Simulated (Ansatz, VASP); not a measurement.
Given: the input of a run of Ansatz 0.2.0 on C (Carbon). 

The input input.yaml:

```yaml
crystal:
  lattice:
    - [2.5221, 0.0, 0.0]
    - [-1.26105, 2.1842026709, 0.0]
    - [0.0, 0.0, 8.2371]
  atoms:
    - { symbol: C, position: [0.6666666667, 0.3333333333, 0.84375] }
    - { symbol: C, position: [0.3333333333, 0.6666666667, 0.34375] }
    - { symbol: C, position: [0.6666666667, 0.3333333333, 0.65625] }
    - { symbol: C, position: [0.3333333333, 0.6666666667, 0.15625] }
    - { symbol: C, position: [0.0, 0.0, 0.90625] }
    - { symbol: C, position: [0.0, 0.0, 0.40625] }
    - { symbol: C, position: [0.0, 0.0, 0.59375] }
    - { symbol: C, position: [0.0, 0.0, 0.09375] }
hamiltonian:
  xc: pbe
  pseudopotentials: { kind: paw }
kpoints:
  mp_grid: { grid: [12, 12, 4] }
scf:
  occupations: { method: fermi_dirac, width: 0.05 }
output:
  forces: true
  stress: true
  write_density: true
  write_potential: true
  elf: true
  volumetric_format: npy
relax:
  f_tol: 0.01
  max_steps: 40
  cell: { stress_tol: 0.05 }
```

Potentials or basis: Ansatz PAW.

Command:

```bash
$ ansatz run input.yaml --threads 4 --pin off --max-ram 11264MiB --backend cpu --events-out ev --progress --plain --runs-dir out
```

Problem. Set up the same calculation for VASP 6.6.1. Potentials or basis there: PBE PAW files C_GW, 680 eV.

Solution. As run (cutoffs and basis follow the program's own potentials, and thresholds, step limits or extra output files can differ):

File INCAR:

```
SYSTEM = C
PREC = Accurate
ENCUT = 680
EDIFF = 1E-6
ISMEAR = -1
SIGMA = 0.05
LREAL = .FALSE.
LASPH = .TRUE.
NELM = 100
ALGO = Normal
ISIF = 3
LWAVE = .FALSE.
LCHARG = .FALSE.
GGA = PE
IBRION = 2
NSW = 60
EDIFFG = -0.005
```

The input KPOINTS:

```
Automatic mesh
0
G
  12 12 4
  0 0 0
```

Contents of POSCAR:

```
C
1.0
    2.5221000000      0.0000000000      0.0000000000
   -1.2610500000      2.1842026709      0.0000000000
    0.0000000000      0.0000000000      8.2371000000
C
8
Direct
    0.6666666667      0.3333333333      0.8437500000
    0.3333333333      0.6666666667      0.3437500000
    0.6666666667      0.3333333333      0.6562500000
    0.3333333333      0.6666666667      0.1562500000
    0.0000000000      0.0000000000      0.9062500000
    0.0000000000      0.0000000000      0.4062500000
    0.0000000000      0.0000000000      0.5937500000
    0.0000000000      0.0000000000      0.0937500000
```

Potentials or basis: VASP PAW PBE potentials, release 64 (C_GW).

Command:

```bash
$ cat potpaw_PBE.64/C_GW/POTCAR > POTCAR
$ mpirun -np 1 vasp_std > vasp.out
```

Both were run:

|  | Ansatz | VASP |
| --- | --- | --- |
| Relaxed volume | 5.70 Å³/atom | 5.70 Å³/atom |
| Relaxed cell | a = 2.518 Å, b = 2.518 Å, c = 8.305 Å, α = 90.00°, β = 90.00°, γ = 120.00° | a = 2.518 Å, b = 2.518 Å, c = 8.303 Å, α = 90.00°, β = 90.00°, γ = 120.00° |
| Space group after relaxing | P6_3/mmc (No. 194) | P6_3/mmc (No. 194) |
| Pressure after relaxing | 0.0 GPa | 0.0 GPa |

Ansatz's pressure holds a Pulay term of +1.04 GPa for its cutoff of 420 eV, which the other run lacks.

Where Ansatz's input types no cutoff or centring, it takes its own default and a Γ-centred mesh.

Pressure is positive in compression.
